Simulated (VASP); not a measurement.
InP (zincblende): a LDA relaxation of cell and atoms in VASP

INCAR

```
LCHARG = .FALSE.
LREAL = .FALSE.
LASPH = .TRUE.
ENCUT = 600
GGA = CA
NELM = 120
ISIF = 3
LWAVE = .FALSE.
SIGMA = 0.02
NSW = 40
EDIFFG = -5E-3
PREC = Accurate
IBRION = 2
ISMEAR = -1
EDIFF = 1E-7
NBANDS = 16
```

KPOINTS

```
KPOINTS created by Atomic Simulation Environment
0
Gamma
6 6 6
0 0 0
```

POSCAR

```
In P
 1.0000000000000000
     0.0000000000000000    2.9791928961911691    2.9791928961911691
     2.9791928961911691    0.0000000000000000    2.9791928961911691
     2.9791928961911691    2.9791928961911691    0.0000000000000000
 In  P
   1   1
Cartesian
  0.0000000000000000  0.0000000000000000 -0.0000000000000000
  1.4895964480955846  1.4895964480955846  1.4895964480955846
```

VASP ran with the recommended LDA PAW datasets (18 valence electrons in the cell).

OSZICAR

```
N       E                     dE             d eps       ncg     rms          rms(c)
DAV:   1     0.117199977454E+03    0.11720E+03   -0.91118E+03   512   0.136E+03
DAV:   2    -0.163885227023E+01   -0.11884E+03   -0.11299E+03   600   0.321E+02
DAV:   3    -0.979325782727E+01   -0.81544E+01   -0.81118E+01   648   0.793E+01
DAV:   4    -0.100203769141E+02   -0.22712E+00   -0.22703E+00   720   0.143E+01
DAV:   5    -0.100309791533E+02   -0.10602E-01   -0.10602E-01   736   0.263E+00    0.537E+00
DAV:   6    -0.965745544905E+01    0.37352E+00   -0.57752E-01   824   0.119E+01    0.318E+00
DAV:   7    -0.962001765927E+01    0.37438E-01   -0.12088E-01   744   0.265E+00    0.112E+00
DAV:   8    -0.961469109878E+01    0.53266E-02   -0.10948E-02   656   0.117E+00    0.289E-01
DAV:   9    -0.961453272144E+01    0.15838E-03   -0.89908E-04   696   0.329E-01    0.147E-01
DAV:  10    -0.961456281036E+01   -0.30089E-04   -0.11457E-04   744   0.124E-01    0.842E-02
DAV:  11    -0.961456880827E+01   -0.59979E-05   -0.22660E-05   776   0.698E-02    0.477E-02
DAV:  12    -0.961456701660E+01    0.17917E-05   -0.36254E-06   608   0.150E-02    0.821E-03
DAV:  13    -0.961456702031E+01   -0.37080E-08   -0.42329E-07   648   0.337E-03
...
DAV:   1    -0.966062893759E+01   -0.52632E-03   -0.11686E-02   648   0.210E+00    0.154E-01
DAV:   2    -0.966018828051E+01    0.44066E-03   -0.85110E-04   648   0.670E-01    0.511E-02
DAV:   3    -0.966011797938E+01    0.70301E-04   -0.18863E-04   704   0.290E-01    0.351E-02
DAV:   4    -0.966011816639E+01   -0.18701E-06   -0.11410E-05   552   0.295E-02    0.276E-02
DAV:   5    -0.966011623628E+01    0.19301E-05   -0.10401E-06   656   0.103E-02    0.131E-02
DAV:   6    -0.966011591394E+01    0.32234E-06   -0.37534E-07   824   0.700E-03    0.394E-03
DAV:   7    -0.966011590983E+01    0.41180E-08   -0.41076E-08   304   0.271E-03
   5 F= -.96601159E+01 E0= -.96601159E+01  d E =-.132928E-04
       N       E                     dE             d eps       ncg     rms          rms(c)
DAV:   1    -0.966016244418E+01   -0.46530E-04   -0.98989E-04   664   0.611E-01    0.450E-02
DAV:   2    -0.966012521222E+01    0.37232E-04   -0.72234E-05   648   0.196E-01    0.148E-02
DAV:   3    -0.966011930879E+01    0.59034E-05   -0.15799E-05   704   0.841E-02    0.102E-02
DAV:   4    -0.966011932300E+01   -0.14206E-07   -0.96442E-07   552   0.860E-03
   6 F= -.96601193E+01 E0= -.96601193E+01  d E =-.167059E-04
```

From OUTCAR

```
k-points           NKPTS =     16   k-points in BZ     NKDIM =     16   number of bands    NBANDS=     16

   NELECT =      18.0000    total number of electrons

   dimension x,y,z NGX =    36 NGY =   36 NGZ =   36
   dimension x,y,z NGXF=    72 NGYF=   72 NGZF=   72

  energy-cutoff  :      600.00
  volume of cell :       49.50
      direct lattice vectors                 reciprocal lattice vectors
    -0.000000000  2.914284524  2.914284524    -0.171568698  0.171568698  0.171568698
     2.914284524  0.000000000  2.914284524     0.171568698 -0.171568698  0.171568698
     2.914284524  2.914284524  0.000000000     0.171568698  0.171568698 -0.171568698

 k-points in reciprocal lattice and weights: KPOINTS created by Atomic Simulation Env
   0.00000000  0.00000000  0.00000000       0.005
   0.16666667  0.00000000  0.00000000       0.037
   0.33333333  0.00000000  0.00000000       0.037
   0.50000000  0.00000000  0.00000000       0.019
   0.16666667  0.16666667  0.00000000       0.028
   0.33333333  0.16666667  0.00000000       0.111
   0.50000000  0.16666667  0.00000000       0.111
  -0.33333333  0.16666667  0.00000000       0.111
   ...

 E-fermi :   5.5113

 k-point     1 :       0.0000    0.0000    0.0000
  band No.  band energies     occupation
      1      -9.0291      2.00000
      2      -9.0291      2.00000
      3      -9.0291      2.00000
      4      -8.8660      2.00000
      5      -8.8660      2.00000
      6      -6.4610      2.00000
      7       5.2015      2.00000
      8       5.2015      2.00000
      9       5.2015      2.00000
     10       5.7990      0.00000
     11       9.1583      0.00000
     12       9.1583      0.00000
     13       9.1583      0.00000
     14      13.5578      0.00000
     15      14.6750      0.00000
     16      14.6750      0.00000

 k-point     2 :       0.1667    0.0000    0.0000
  band No.  band energies     occupation
      1      -9.0633      2.00000
      2      -9.0158      2.00000
      3      -9.0158      2.00000
      4      -8.8656      2.00000
      5      -8.8656      2.00000
      6      -6.1366      2.00000
      7       2.9423      2.00000
      8       4.8797      2.00000
      9       4.8797      2.00000
     10       6.8969      0.00000
     11       9.5771      0.00000
     12       9.6135      0.00000
     13       9.6135      0.00000
     14      13.7766      0.00000
     15      13.7766      0.00000
     16      14.4836      0.00000

 k-point     3 :       0.3333    0.0000    0.0000
  band No.  band energies     occupation
      1      -9.1263      2.00000
      2      -8.9946      2.00000
      3      -8.9946      2.00000
      4      -8.8588      2.00000
      5      -8.8588      2.00000
      6      -5.2931      2.00000
      7       0.4954      2.00000
      8       4.3873      2.00000
      9       4.3873      2.00000
     10       6.7216      0.00000
     11       9.9621      0.00000
     12       9.9621      0.00000
     13      11.3505      0.00000
     14      13.8852      0.00000
     15      14.2582      0.00000
     16      14.2582      0.00000

 k-point     4 :       0.5000    0.0000    0.0000
  band No.  band energies     occupation
      1      -9.1558      2.00000
      2      -8.9876      2.00000
      3      -8.9876      2.00000
      4      -8.8516      2.00000
      5      -8.8516      2.00000
      6      -4.6508      2.00000
      7      -0.7219      2.00000
      8       4.1851      2.00000
      9       4.1851      2.00000
     10       6.5628      0.00000
     11       9.9010      0.00000
     12       9.9010      0.00000
     13      12.1229      0.00000
     14      14.5091      0.00000
     15      15.8394      0.00000
     16      15.8394      0.00000

 k-point     5 :       0.1667    0.1667    0.0000
  band No.  band energies     occupation
      1      -9.0871      2.00000
      2      -9.0021      2.00000
      3      -9.0021      2.00000
      4      -8.8780      2.00000
      5      -8.8566      2.00000
      6      -6.0304      2.00000
      7       2.9891      2.00000
      8       4.3431      2.00000
      9       4.3431      2.00000
     10       7.8008      0.00000
     11       8.1440      0.00000
     12      10.3960      0.00000
     13      10.3960      0.00000
     14      12.3538      0.00000
     15      14.9215      0.00000
     16      15.5592      0.00000

 k-point     6 :       0.3333    0.1667    0.0000
  band No.  band energies     occupation
      1      -9.1359      2.00000
      2      -8.9833      2.00000
      3      -8.9776      2.00000
      4      -8.8833      2.00000
      5      -8.8484      2.00000
      6      -5.3525      2.00000
      7       1.1391      2.00000
      8       3.6238      2.00000
      9       3.8285      2.00000
     10       7.8131      0.00000
     11       8.8388      0.00000
     12      10.6055      0.00000
     13      11.0727      0.00000
     14      13.2086      0.00000
     15      15.1645      0.00000
     16      15.8238      0.00000

 k-point     7 :       0.5000    0.1667    0.0000
  band No.  band energies     occupation
      1      -9.1634      2.00000
      2      -8.9790      2.00000
      3      -8.9680      2.00000
      4      -8.8710      2.00000
      5      -8.8480      2.00000
      6      -4.5303      2.00000
      7      -0.4478      2.00000
      8       2.9344      2.00000
      9       3.7486      2.00000
     10       7.6783      0.00000
     11       9.4701      0.00000
     12      10.8298      0.00000
     13      11.7149      0.00000
     14      14.3723      0.00000
     15      15.8964      0.00000
     16      16.0618      0.00000

 k-point     8 :      -0.3333    0.1667    0.0000
  band No.  band energies     occupation
      1      -9.1506      2.00000
      2      -8.9826      2.00000
      3      -8.9761      2.00000
      4      -8.8632      2.00000
      5      -8.8586      2.00000
      6      -4.7627      2.00000
      7      -0.0441      2.00000
      8       2.7448      2.00000
      9       4.1409      2.00000
     10       7.8171      0.00000
     11       9.7022      0.00000
     12      10.4731      0.00000
     13      11.4900      0.00000
     14      13.7821      0.00000
     15      15.1075      0.00000
     16      16.2844      0.00000

 k-point     9 :      -0.1667    0.1667    0.0000
  band No.  band energies     occupation
      1      -9.1060      2.00000
      2      -9.0000      2.00000
      3      -8.9943      2.00000
      4      -8.8719      2.00000
      5      -8.8581      2.00000
      6      -5.6336      2.00000
      7       1.6993      2.00000
      8       3.4097      2.00000
      9       4.7369      2.00000
     10       7.8137      0.00000
     11       9.5387      0.00000
     12       9.9074      0.00000
     13      10.3478      0.00000
     14      12.8800      0.00000
     15      14.5941      0.00000
     16      16.0159      0.00000

 k-point    10 :       0.3333    0.3333    0.0000
  band No.  band energies     occupation
      1      -9.1829      2.00000
      2      -8.9461      2.00000
      3      -8.9461      2.00000
      4      -8.9069      2.00000
      5      -8.8376      2.00000
      6      -4.9004      2.00000
      7       0.6340      2.00000
      8       3.2192      2.00000
      9       3.2192      2.00000
     10       7.0607      0.00000
     11       7.9263      0.00000
     12      12.7293      0.00000
     13      12.7293      0.00000
     14      12.7476      0.00000
     15      15.5508      0.00000
     16      18.4577      0.00000

 k-point    11 :       0.5000    0.3333    0.0000
  band No.  band energies     occupation
      1      -9.2003      2.00000
      2      -8.9430      2.00000
      3      -8.9321      2.00000
      4      -8.9047      2.00000
      5      -8.8369      2.00000
      6      -4.2005      2.00000
      7      -0.3653      2.00000
      8       2.2878      2.00000
      9       3.0673      2.00000
     10       7.2729      0.00000
     11       8.5286      0.00000
     12      12.2850      0.00000
     13      12.9260      0.00000
     14      14.6620      0.00000
     15      16.0723      0.00000
     16      17.2140      0.00000

 k-point    12 :      -0.3333    0.3333    0.0000
  band No.  band energies     occupation
      1      -9.1796      2.00000
      2      -8.9645      2.00000
      3      -8.9439      2.00000
      4      -8.8822      2.00000
      5      -8.8533      2.00000
      6      -4.1153      2.00000
      7      -0.4442      2.00000
      8       1.6607      2.00000
      9       3.4590      2.00000
     10       7.6647      0.00000
     11      10.2299      0.00000
     12      11.9286      0.00000
     13      12.1804      0.00000
     14      13.0537      0.00000
     15      14.3725      0.00000
     16      18.2663      0.00000

 ...

  Total        0.0021595      0.0021595      0.0021595     -0.0000000     -0.0000000      0.0000000
  in kB        0.0698922      0.0698922      0.0698922     -0.0000000     -0.0000000      0.0000000
  external PRESSURE =       0.0698922 kB  Pullay stress =       0.0000000 kB

 POSITION                                       TOTAL-FORCE (eV/Angst)
 -----------------------------------------------------------------------------------
     -0.00000      2.91428      2.91428         0.000000      0.000000      0.000000
      1.45714      1.45714      1.45714        -0.000000     -0.000000     -0.000000
 -----------------------------------------------------------------------------------
    total drift:                               -0.000000     -0.000000     -0.000000

  FREE ENERGIE OF THE ION-ELECTRON SYSTEM (eV)
  ---------------------------------------------------
  free  energy   TOTEN  =        -9.6601193230 eV

  energy  without entropy=       -9.6601193197  energy(sigma->0) =       -9.66011932
```

CONTCAR

```
In P
   1.00000000000000
    -0.0000000000000000    2.9142845242256019    2.9142845242256019
     2.9142845242256019    0.0000000000000000    2.9142845242256019
     2.9142845242256019    2.9142845242256019    0.0000000000000000
  In              P
     1     1
Direct
     1.0000000000000000    0.0000000000000000    0.0000000000000000
     0.2500000000000000    0.2500000000000000    0.2500000000000000

  0.00000000E+00  0.00000000E+00  0.00000000E+00
  0.00000000E+00  0.00000000E+00  0.00000000E+00
```

```
relaxed cell vector lengths : 4.121, 4.121, 4.121 Å
relaxed cell volume         : 49.50 Å³
```
